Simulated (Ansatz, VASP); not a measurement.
# Al in VASP and in Ansatz

```
Al
1.0
     0.00000    2.00735    2.00735
     2.00735    0.00000    2.00735
     2.00735    2.00735    0.00000
Al
1
Direct
  0.00000 0.00000 0.00000
```

Change from the starting cell: volume scaled by 1, crystal datasets.

Alike in both runs: task single point; functional PBEsol; k mesh 16 × 16 × 16; occupations fermi-dirac, width 0.1 eV; no spin polarisation.

|  | VASP | Ansatz |
| --- | --- | --- |
| version | VASP 6.6.1 | Ansatz 0.2.0 |
| potentials or method | VASP PAW PBE potentials, release 64 (Al), cutoff 520 eV | all-electron PAW with datasets made for the crystal, scalar-relativistic |

|  | VASP | Ansatz | Ansatz less VASP |
| --- | --- | --- | --- |
| pressure (GPa) | 0.1 | 0.0 | -0.06 |

Ansatz ran all-electron here, so the differences hold the error of VASP's frozen core and of both bases.

Caveats: the PAW data sets were made with another functional, which shifts forces and pressure a little (VASP).
